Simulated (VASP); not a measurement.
A run of VASP 6.6.1 is set up as follows.

Contents of INCAR:

```
SYSTEM = BaTe
PREC = Accurate
ENCUT = 520
EDIFF = 1E-7
ISMEAR = -1
SIGMA = 0.05
LREAL = .False.
LASPH = .True.
NELM = 80
ALGO = Normal
ISIF = 2
LWAVE = .False.
LCHARG = .False.
GGA = PE
NBANDS = 15
```

KPOINTS

```
Automatic mesh
0
Gamma
  7 7 7
  0 0 0
```

POSCAR

```
BaTe
1.0
    0.0000000000      3.4100000000      3.4100000000
    3.4100000000      0.0000000000      3.4100000000
    3.4100000000      3.4100000000      0.0000000000
Ba Te
1 1
Direct
    0.0000000000      0.0000000000      0.0000000000
    0.5000000000      0.5000000000      0.5000000000
```

Potentials or basis: VASP PAW PBE potentials, release 64 (Ba_sv, Te).

Command:

```bash
$ cat potpaw_PBE.64/Ba_sv/POTCAR potpaw_PBE.64/Te/POTCAR > POTCAR
$ mpirun -np 1 vasp_std > vasp.out
```

Problem. Predict the pressure.

Solution. 4.2 GPa.

Problem. What does it give for the band gap on the k mesh?

Solution. 1.38 eV, indirect (least direct gap 1.76 eV).

Caveat: spin-orbit coupling is left out, which moves the levels of the heavy elements; an odd mesh through Γ misses points on the zone boundary, where band edges often lie.
